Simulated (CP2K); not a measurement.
Crystal: MgO.

```
Mg O
1.0
     2.93802    0.00000    0.00000
    -1.46901    2.54440    0.00000
     0.00000    0.00000    2.67968
Mg O
1 1
Cartesian
  0.0000 0.0000 0.0000
  0.0000 1.6963 1.3398
```

Measurements of this composition are mostly on another form, of space group No. 225.

Base run:

| Property | Result |
| --- | --- |
| Program | CP2K 2026.2 |
| Functional | PBE |
| Potentials or basis | GTH_POTENTIALS Mg GTH-PADE-q10, O GTH-PADE-q6; DZVP-MOLOPT-SR-GTH basis |
| Density cutoff | 19048 eV |
| k mesh | 10 × 10 × 10 |
| Occupations | fermi-dirac, width 0.05 eV |
| Spin | no spin polarisation |

Its results: band gap on the k mesh 3.01 eV, indirect (least direct gap 3.51 eV); pressure 1.8 GPa.

**Question.** The run is repeated on the same cell with these changes: potentials or basis from GTH_POTENTIALS Mg GTH-PADE-q10, O GTH-PADE-q6; DZVP-MOLOPT-SR-GTH basis to POTENTIAL_UZH Mg GTH-SCAN-q10, O GTH-SCAN-q6; DZVP-MOLOPT-SR-GTH basis; potentials from Mg GTH-PADE-q10 of GTH_POTENTIALS, O GTH-PADE-q6 of GTH_POTENTIALS to Mg GTH-SCAN-q10 of POTENTIAL_UZH, O GTH-SCAN-q6 of POTENTIAL_UZH. What comes out?

**Answer.** Band gap on the k mesh 3.06 eV, indirect (least direct gap 3.56 eV); pressure 3.0 GPa.

Caveats: the potentials were made for another functional, which shifts forces and pressure; the basis of atomic orbitals isn't converged, which shifts pressures, moduli and gaps.

A k mesh can miss the band edges.
